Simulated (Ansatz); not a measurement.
A run of Ansatz 0.2.0 is set up as follows.

input.yaml

```yaml
crystal:
  lattice:
    - [4.105182, 0.0, 0.0]
    - [0.0, 4.105182, 0.0]
    - [0.0, 0.0, 2.891313]
  atoms:
    - { symbol: Cu, position: [0.0, 0.0, 0.0] }
    - { symbol: Al, position: [0.0, 0.5, 0.5] }
    - { symbol: Al, position: [0.5, 0.0, 0.5] }
hamiltonian:
  xc: rpbe
  pseudopotentials: { kind: paw }
kpoints:
  mp_grid: { grid: [7, 7, 9] }
scf:
  occupations: { method: fermi_dirac, width: 0.05 }
output:
  forces: true
  stress: true
  eigenvalues: true
  write_density: true
  write_potential: true
  elf: true
  volumetric_format: npy
relax:
  f_tol: 0.01
  max_steps: 40
  cell: { stress_tol: 0.05 }
```

Potentials or basis: Ansatz PAW.

Run with:

```sh
$ ansatz run input.yaml --threads 2 --pin off --max-ram 5632MiB --backend cpu --events-out ev --progress --plain --runs-dir out
```

Question: Estimate the relaxed volume.

Answer: 16.74 Å³/atom.

Question: Predict the space group after relaxing (to 0.05 Å).

Answer: P4/mmm (No. 123).

Question: Estimate the relaxed cell.

Answer: a = 4.158 Å, b = 4.158 Å, c = 2.905 Å, α = 90.00°, β = 90.00°, γ = 90.00°.

Final structure:
```
Cu Al
1.0
     4.15849    0.00000    0.00000
     0.00000    4.15849    0.00000
     0.00000    0.00000    2.90481
Cu Al
1 2
Direct
  0.00000 0.00000 0.00000
  0.00000 0.50000 0.50000
  0.50000 0.00000 0.50000
```

Caveat: the PAW data sets come from PBE, with cores solved anew for the run's functional, which leaves a small shift of forces and pressure.
